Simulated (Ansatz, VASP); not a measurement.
# One calculation of NaI, two programs

```xyz
2
Lattice="0.0000 3.2334 3.2334 3.2334 0.0000 3.2334 3.2334 3.2334 0.0000" Properties=species:S:1:pos:R:3 pbc="T T T"
Na    0.0000    0.0000    0.0000
I     3.2334    3.2334    3.2334
```

Alike in both runs: functional r2SCAN; k mesh 6 × 6 × 6; occupations gaussian, width 0.02 eV; no spin polarisation.

Ansatz relaxed the structure, and its values are those at the end. VASP's run is a single point on that final structure, the one shown.

|  | VASP | Ansatz |
| --- | --- | --- |
| version | VASP 6.6.1 | Ansatz 0.2.0 |
| potentials or method | VASP PAW PBE potentials, release 64 (Na_pv, I) | scalar-relativistic, plane waves, PAW |
| plane-wave cutoff (eV) | 520 | 500 |
| valence electrons in the cell | 14 | 26 |

```csv
,VASP,Ansatz,Ansatz less VASP
gap on the k mesh at the Fermi level (eV),4.45,4.44,-0.009
least direct gap on the mesh (eV),4.45,4.44,-0.009
pressure (GPa),-0.1,0.0,+0.09
```

The two sets of potentials don't hold the same shells in valence.

Caveats: the PAW data sets were made with another functional, which shifts forces and pressure a little (VASP); spin-orbit coupling is left out, which moves the levels of the heavy elements. r2SCAN opens gaps a little over a GGA but as a rule still falls short of measured ones.
